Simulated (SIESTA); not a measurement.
CO2:

```
O C
1.0
     2.63591   -2.38738    0.00000
     2.63591    2.38738    0.00000
     0.00000    0.00000    6.58717
O C
4 2
Direct
  0.30651 0.69349 0.60816
  0.69349 0.30651 0.39184
  0.19349 0.80651 0.10816
  0.80651 0.19349 0.89184
  0.50000 0.50000 0.50000
  0.00000 0.00000 0.00000
```

The cell comes from a database or a generator and needn't be the stable form of this composition.

Base run:

* Program: SIESTA 5.4.2
* Functional: LDA
* Potentials or basis: PseudoDojo 0.4 standard (LDA files)
* Basis: DZP (energy shift 0.003 Ry)
* Grid cutoff: 800 Ry
* Energy shift: 0.003 Ry
* k mesh: 8 × 8 × 4
* Occupations: fermi-dirac, width 0.05 eV
* Spin: no spin polarisation

Its results: band gap on the k mesh 7.05 eV, indirect (least direct gap 7.61 eV); pressure 3.3 GPa; largest force 1.915 eV/Å.

Question: The run is repeated on the same cell with these changes: functional from LDA to PBEsol; potentials or basis from PseudoDojo 0.4 standard (LDA files) to PseudoDojo 0.4 standard (PBEsol files). What comes out?

Answer: Band gap on the k mesh 7.17 eV, indirect (least direct gap 7.71 eV); pressure 6.8 GPa; largest force 2.345 eV/Å.

Caveats: the basis of atomic orbitals isn't converged, which shifts pressures, moduli and gaps; forces of over 1 eV/Å show positions far from the minimum, so gaps and moduli don't describe the material at rest.
